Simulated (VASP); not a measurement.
# W (Im-3m) in VASP: a series of runs, part 2 of 2

VASP 6.6.1.

### 4 Single point, PBE

This run uses another cell than the first one, of 16.17 Å³/atom, 1.020 times its volume.

INCAR reads:

```
SYSTEM = W
PREC = Accurate
ENCUT = 520
EDIFF = 1E-7
ISMEAR = 0
SIGMA = 0.1
LREAL = .FALSE.
LASPH = .TRUE.
NELM = 80
ALGO = Fast
ISIF = 2
LWAVE = .FALSE.
LCHARG = .FALSE.
GGA = PE
```

KPOINTS reads:

```
Automatic mesh
0
G
  18 18 18
  0 0 0
```

POSCAR reads:

```
W                                       
1.0
   -1.5929534669      1.5929534669      1.5929534669
    1.5929534669     -1.5929534669      1.5929534669
    1.5929534669      1.5929534669     -1.5929534669
  W             
     1
Direct
     0.0000000000000000    0.0000000000000000    0.0000000000000000
```

Potentials or basis: VASP PAW PBE potentials, release 64 (W_sv).

Run with:

```console
> cat potpaw_PBE.64/W_sv/POTCAR > POTCAR
> mpirun -np 1 vasp_std > vasp.out
```

OUTCAR:

```text
SYSTEM = W
   PREC = Accurate
   ENCUT = 520
   EDIFF = 1E-7
   ISMEAR = 0
   LREAL = .FALSE.
   LASPH = .TRUE.
   NELM = 80
   ISIF = 2
   GGA = PE

 ion  position               nearest neighbor table
   1  0.000  0.000  0.000-

  LATTYP: Found a body centered cubic cell.
 ALAT       =     3.1859069338

  Lattice vectors:

 A1 = (  -1.5929534669,   1.5929534669,   1.5929534669)
 A2 = (   1.5929534669,  -1.5929534669,   1.5929534669)
 A3 = (   1.5929534669,   1.5929534669,  -1.5929534669)

Analysis of symmetry for initial positions (statically):
=====================================================================
 Subroutine PRICEL returns:
 Original cell was already a primitive cell.

 Routine SETGRP: Setting up the symmetry group for a
 body centered cubic supercell.

 Subroutine GETGRP returns: Found 48 space group operations
 (whereof 48 operations were pure point group operations)
 out of a pool of 48 trial point group operations.

The static configuration has the point symmetry O_h .

Analysis of symmetry for dynamics (positions and initial velocities):
=====================================================================
 Subroutine PRICEL returns:
 Original cell was already a primitive cell.

 Routine SETGRP: Setting up the symmetry group for a
 body centered cubic supercell.

 Subroutine GETGRP returns: Found 48 space group operations
 (whereof 48 operations were pure point group operations)
 out of a pool of 48 trial point group operations.

The dynamic configuration has the point symmetry O_h .

 Subroutine INISYM returns: Found 48 space group operations
 (whereof 48 operations are pure point group operations),
 and found     1 'primitive' translations
[... 109 lines left out ...]
   EFERMI_NEDOS =   21; number of points for ismear=-14 and -15
   IALGO  =     68    algorithm
   IMIX   =      4    mixing-type and parameters
     AMIX     =   0.40;   BMIX     =  1.00
     AMIX_MAG =   1.60;   BMIX_MAG =  1.00
  volume/ion in A,a.u.               =      16.17       109.11
  Fermi-wavevector in a.u.,A,eV,Ry     =   1.560371  2.948673 33.126872  2.434756
  Thomas-Fermi vector in A             =   2.663592
   LORBIT       =      0    0 simple, 1 ext, 2 COOP (PROOUT), +10 PAW based schemes
   GGA     = PE    functional components
   LHFCALC =     F    Hartree Fock is set to
   AEXX    =    0.0000 exact exchange contribution
   IVDW    =     0    specifies the selected vdW correction
   LEPSILON=     F    determine dielectric tensor
   LRPA    =     F    only Hartree local field effects (RPA)
 non-spin polarized calculation
 RMM-DIIS sequential band-by-band and
 Gauss-broadening in eV      SIGMA  =   0.10
  energy-cutoff  :      520.00
  volume of cell :       16.17
 maximum number of plane-waves:       466
 NGX is ok and might be reduce to    24
   NGX = 11   NGY = 11   NGZ = 11

 number of electron      14.0000002 magnetization

 Free energy of the ion-electron system (eV)
  ---------------------------------------------------
  ext. energy  EPLUGINS =         0.00000000
  ---------------------------------------------------
  free energy    TOTEN  =       -12.95119842 eV

  energy without entropy =      -12.94761265  energy(sigma->0) =      -12.94940553

 E-fermi :  11.1580     XC(G=0): -13.5283

 val. band max:       11.1537888245   @ k =  -0.2778   0.3333   0.2222
 cond. band min:      11.1702640308   @ k =   0.5000   0.5000   0.2222
 fundamental gap:      0.0164752063
 Fermi energy:        11.1579653828

 k-point     1 :       0.0000    0.0000    0.0000
  band No.  band energies     occupation
      1     -63.0458      2.00000
      2     -26.6365      2.00000
      3     -26.6365      2.00000
      4     -26.6365      2.00000
      5       1.6318      2.00000
      6       9.9653      2.00000
      7       9.9653      2.00000
      8       9.9653      2.00000
      9      13.3759      0.00000
     10      13.3759      0.00000
     11      25.6305      0.00000
[... 309 lines left out ...]
 k-point    24 :       0.3889    0.1111   -0.0000
  band No.  band energies     occupation
      1     -62.9229      2.00000
      2     -27.7682      2.00000
      3     -27.0624      2.00000
      4     -26.6960      2.00000
      5       5.4373      2.00000
      6       7.8341      2.00000
      7      10.5429      2.00000
      8      13.1414      0.00000
      9      14.4314      0.00000
     10      17.4158      0.00000
     11      21.8039      0.00000

 [... further k-points ...]
[... 5 lines left out ...]
  --------------------------------------------------------------------------------------
  -------------------------------------------------------------------------------------
  Total       -0.0168619     -0.0168619     -0.0168619      0.0000000      0.0000000     -0.0000000
  in kB       -1.6708856     -1.6708856     -1.6708856      0.0000000      0.0000000     -0.0000000
  external PRESSURE =      -1.6708856 kB  Pullay stress =       0.0000000 kB

 VOLUME and BASIS-vectors are now :
 -----------------------------------------------------------------------------
  energy-cutoff  :      520.00
  volume of cell :       16.17
      direct lattice vectors                 reciprocal lattice vectors
    -1.592953467  1.592953467  1.592953467     0.000000000  0.313882364  0.313882364
     1.592953467 -1.592953467  1.592953467     0.313882364  0.000000000  0.313882364
     1.592953467  1.592953467 -1.592953467     0.313882364  0.313882364  0.000000000

 POSITION                                       TOTAL-FORCE (eV/Angst)
 -----------------------------------------------------------------------------------
      0.00000      0.00000      0.00000         0.000000      0.000000      0.000000
 -----------------------------------------------------------------------------------
    total drift:                                0.000000      0.000000      0.000000

  FREE ENERGIE OF THE ION-ELECTRON SYSTEM (eV)
  ---------------------------------------------------
  free  energy   TOTEN  =       -12.9511984185 eV

  energy  without entropy=      -12.9476126456  energy(sigma->0) =      -12.94940553
```

stdout:

```text
POSCAR found type information on POSCAR W
 POSCAR found :  1 types and       1 ions
 scaLAPACK will be used
 LDA part: xc-table for (Slater+PW92), standard interpolation
 POSCAR, INCAR and KPOINTS ok, starting setup
 FFT: planning ... GRIDC
 FFT: planning ... GRID_SOFT
 FFT: planning ... GRID
 WAVECAR not read
 entering main loop
WARNING in EDDRMM: call to ZHEGV failed, returncode =   6  3     10
```

It took 31 s on 1 thread of AMD EPYC 9R14 (Zen 4), shared host; peak memory 0.13 GiB.

Results:

- Free energy: -12.9512 eV
- Pressure: -0.2 GPa
- Band gap on the k mesh: none (metal or under the smearing width)

The run has no spin-orbit coupling, so splittings on W are missing.

### 5 Single point, PBE (a relaxed cell with its volume scaled by 0.97)

INCAR is that of step 4.

KPOINTS is that of step 4.

POSCAR reads:

```
W                                       
1.0
   -1.5768619277      1.5768619277      1.5768619277
    1.5768619277     -1.5768619277      1.5768619277
    1.5768619277      1.5768619277     -1.5768619277
  W             
     1
Direct
     0.0000000000000000    0.0000000000000000    0.0000000000000000
```

Run with:

```console
> cat potpaw_PBE.64/W_sv/POTCAR > POTCAR
> mpirun -np 1 vasp_std > vasp.out
```

Wall time 21 s (1 thread of AMD EPYC 9R14 (Zen 4), shared host); peak memory 0.11 GiB.

The run converged. Its results:

```yaml
Free_energy: -12.9368 eV
Pressure: 9.8 GPa
Band_gap_on_the_k_mesh: none (metal or under the smearing width)
```

Levels at points of the mesh, in eV from the Fermi level:
| k point | band 4 | band 5 | band 6 | band 7 | band 8 | band 9 | band 10 | band 11 |
| --- | --- | --- | --- | --- | --- | --- | --- | --- |
| (0.00, 0.00, 0.00) | -37.71 | -9.69 | -1.24 | -1.24 | -1.24 | 2.29 | 2.29 | 14.55 |
| (0.50, 0.00, 0.00) | -37.72 | -6.34 | -3.62 | 0.72 | 2.19 | 3.19 | 6.25 | 11.52 |
| (0.50, 0.50, 0.50) | -38.64 | -5.92 | -5.92 | 5.25 | 5.25 | 5.25 | 8.34 | 8.34 |

The run has no spin-orbit coupling, so splittings on W are missing.

### 6 Single point, PBE (a relaxed cell with its volume scaled by 1.03)

INCAR is that of step 5.

KPOINTS is that of step 5.

POSCAR reads:

```
W                                       
1.0
   -1.6087263092      1.6087263092      1.6087263092
    1.6087263092     -1.6087263092      1.6087263092
    1.6087263092      1.6087263092     -1.6087263092
  W             
     1
Direct
     0.0000000000000000    0.0000000000000000    0.0000000000000000
```

Potentials or basis: VASP PAW PBE potentials, release 64 (W_sv).

Run with:

```console
> cat potpaw_PBE.64/W_sv/POTCAR > POTCAR
> mpirun -np 1 vasp_std > vasp.out
```

Wall time 31 s (1 thread of AMD EPYC 9R14 (Zen 4), shared host); peak memory 0.13 GiB.

Results (log left out):

```yaml
Free_energy: -12.9378 eV
Pressure: -8.6 GPa
Band_gap_on_the_k_mesh: none (metal or under the smearing width)
```

Levels at points of the mesh, in eV from the Fermi level:
| k point | band 4 | band 5 | band 6 | band 7 | band 8 | band 9 | band 10 | band 11 |
| --- | --- | --- | --- | --- | --- | --- | --- | --- |
| (0.00, 0.00, 0.00) | -37.87 | -9.36 | -1.15 | -1.15 | -1.15 | 2.15 | 2.15 | 14.40 |
| (0.50, 0.00, 0.00) | -37.88 | -5.96 | -3.33 | 0.52 | 2.01 | 2.93 | 5.72 | 11.32 |
| (0.50, 0.50, 0.50) | -38.65 | -5.45 | -5.45 | 4.82 | 4.82 | 4.82 | 7.86 | 7.86 |

Spin-orbit coupling is left out, which matters for the levels of W.

### 7 Summary

| task | cell | gap on the mesh (eV) | pressure (GPa) |
| --- | --- | --- | --- |
| relaxation of cell and atoms | relaxed | none | -0.2 |
| single point | as given | none | -0.2 |
| single point | a relaxed cell with its volume scaled by 0.97 | none | 9.8 |
| single point | a relaxed cell with its volume scaled by 1.03 | none | -8.6 |

Alike in all rows: level PBE; potentials or basis VASP PAW PBE potentials, release 64 (W_sv); no spin polarisation; k mesh 18 × 18 × 18; cutoff (eV) 520; smearing gaussian 0.1 eV.

Caveats: the relaxation stopped at its first step, so nothing moved (some runs).

Total energies depend on the potentials used, so only differences within one code and one set of settings carry meaning.
